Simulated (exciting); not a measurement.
# CdTe (F-43m) in exciting: settings compared, part 2 of 2

exciting (release sodium). The steps go on from the part before.

### 3 Single point, LDA

The input, input.xml:

```xml
<input>
  <title>CdTe</title>
  <structure speciespath="./" tshift="false">
    <crystal scale="1">
      <basevect>0.000000000000 6.056572229426 6.056572229426</basevect>
      <basevect>6.056572229426 0.000000000000 6.056572229426</basevect>
      <basevect>6.056572229426 6.056572229426 0.000000000000</basevect>
    </crystal>
    <species speciesfile="Te.xml" rmt="2.3">
      <atom coord="0.250000000000 0.250000000000 0.250000000000"/>
    </species>
    <species speciesfile="Cd.xml" rmt="2.3">
      <atom coord="0.000000000000 0.000000000000 0.000000000000"/>
    </species>
  </structure>
  <groundstate do="fromscratch" ngridk="7 7 7" rgkmax="9" gmaxvr="14" lmaxapw="10" lmaxmat="10" lmaxvr="8" xctype="LDA_PW" stype="Gaussian" swidth="0.00183747" nempty="10" ValenceRelativity="iora*" epsengy="1e-05" epspot="1e-05" maxscl="60" tforce="true" outputlevel="normal"/>
</input>
```

Potentials or basis: all-electron LAPW+lo, shipped species files, valence relativity iora*.

Run with:

```console
$ OMP_NUM_THREADS=1 exciting_smp
```

INFO.OUT:

```text
================================================================================
EXCITING SODIUM started
[... 10 lines left out ...]

 Lattice vectors (cartesian) :
      0.0000000000      6.0565722294      6.0565722294
      6.0565722294      0.0000000000      6.0565722294
      6.0565722294      6.0565722294      0.0000000000

 Reciprocal lattice vectors (cartesian) :
     -0.5187080306      0.5187080306      0.5187080306
      0.5187080306     -0.5187080306      0.5187080306
      0.5187080306      0.5187080306     -0.5187080306

 Unit cell volume                           :     444.3351786826
 Brillouin zone volume                      :       0.5582502249

 Species :    1 (Te)
     parameters loaded from                 :    Te.xml
     name                                   :    tellurium
     nuclear charge                         :     -52.00000000
     electronic charge                      :      52.00000000
     atomic mass                            :  232600.57070000
     muffin-tin radius                      :       2.30000000
     # of radial points in muffin-tin       :     400

     atomic positions (lattice) :
       1 :   0.25000000  0.25000000  0.25000000

 Species :    2 (Cd)
     parameters loaded from                 :    Cd.xml
     name                                   :    cadmium
     nuclear charge                         :     -48.00000000
     electronic charge                      :      48.00000000
     atomic mass                            :  204912.71750000
     muffin-tin radius                      :       2.30000000
     # of radial points in muffin-tin       :     400

     atomic positions (lattice) :
[... 54 lines left out ...]
 Output level for this task is set to normal

++++++++++++++++++++++++++++++++++++++++++++++++++++++++++++++++++++++++++++++++
[... 5 lines left out ...]
+ SCF iteration number :    1                                                  +
++++++++++++++++++++++++++++++++++++++++++++++++++++++++++++++++++++++++++++++++
 Total energy                               :    -12377.51368314
 _______________________________________________________________
 Fermi energy                               :         0.14524743
 Kinetic energy                             :     13042.95645483
 Coulomb energy                             :    -25100.41255140
 Exchange energy                            :      -310.48316369
 Correlation energy                         :        -9.57442288
[... 442 lines left out ...]
 RMS change in effective potential (target) :  0.112629E-09  ( 0.100000E-04)
 Absolute change in total energy   (target) :  0.366239E-06  ( 0.100000E-04)
 Charge distance                   (target) :  0.214995E-09  ( 0.100000E-04)
 Abs. change in max-nonIBS-force   (target) :   0.00000      ( 0.500000E-04)

++++++++++++++++++++++++++++++++++++++++++++++++++++++++++++++++++++++++++++++++
| Convergency criteria checked for the last 2 iterations                       +
| Convergence targets achieved. Performing final SCF iteration                 +
++++++++++++++++++++++++++++++++++++++++++++++++++++++++++++++++++++++++++++++++
 Total energy                               :    -12382.32790168
 _______________________________________________________________
 Fermi energy                               :         0.14229476
 Kinetic energy                             :     13040.18948653
 Coulomb energy                             :    -25102.34933302
 Exchange energy                            :      -310.59126245
 Correlation energy                         :        -9.57679274
[... 14 lines left out ...]
 Estimated fundamental gap                  :         0.02224944
        valence-band maximum at    1      0.0000  0.0000  0.0000
     conduction-band minimum at    1      0.0000  0.0000  0.0000

++++++++++++++++++++++++++++++++++++++++++++++++++++++++++++++++++++++++++++++++
+ Self-consistent loop stopped                                                 +
++++++++++++++++++++++++++++++++++++++++++++++++++++++++++++++++++++++++++++++++
 STATE.OUT is written

--------------------------------------------------------------------------------
- Writing atomic positions and forces                                          -
--------------------------------------------------------------------------------

 Atomic positions (lattice) :
 atom     1  Te  :     0.25000000    0.25000000    0.25000000
 atom     2  Cd  :     0.00000000    0.00000000    0.00000000

 Total atomic forces including IBS (cartesian) :
 atom     1  Te  :     0.00000000    0.00000000   -0.00000000
 atom     2  Cd  :    -0.00000000   -0.00000000    0.00000000

 Atomic force components including IBS (cartesian) :
 atom     1  Te  :     0.00000000    0.00000000   -0.00000000   HF force
                 :     0.00000000   -0.00000000   -0.00000000   core correction
                 :    -0.00000000    0.00000000    0.00000000   IBS correction
 atom     2  Cd  :    -0.00000000   -0.00000000    0.00000000   HF force
                 :    -0.00000000    0.00000000    0.00000000   core correction
                 :     0.00000000   -0.00000000   -0.00000000   IBS correction

********************************************************************************
* Groundstate module stopped                                                   *
********************************************************************************

================================================================================
| EXCITING SODIUM stopped                                                      =
================================================================================
```

Wall time 2.1 min (1 thread of Arm Neoverse V2, shared host); peak memory 0.15 GiB.

Results:

```yaml
Free_energy: -336940.3072 eV
Band_gap_on_the_k_mesh: 0.61 eV, direct
All_electrons_inside_the_program's_atomic_spheres: Te 49.09; Cd 46.01 (radii Te 2.3, Cd 2.3 bohr)
```

Caveat: spin-orbit coupling is left out, which moves the levels of the heavy elements.

### 4 Comparison with measurements

Step 2. A measured gap of CdTe is 1.607 eV (0 K; a printed reference work, data compilation); the calculated 0.87 eV misses it by -0.74 eV. Spin-orbit coupling on Cd, Te is left out. The value is that of PBE, without temperature or zero-point motion. Semilocal functionals fall short of measured gaps as a rule.

Step 3. A measured gap of CdTe is 1.607 eV (0 K; a printed reference work, data compilation); the calculated 0.61 eV misses it by -1.00 eV. So large a miss can be the level of theory's own, or it may mean another phase, state or a wrong row. Spin-orbit coupling on Cd, Te is left out. The value is that of LDA, without temperature or zero-point motion. Semilocal functionals fall short of measured gaps as a rule.
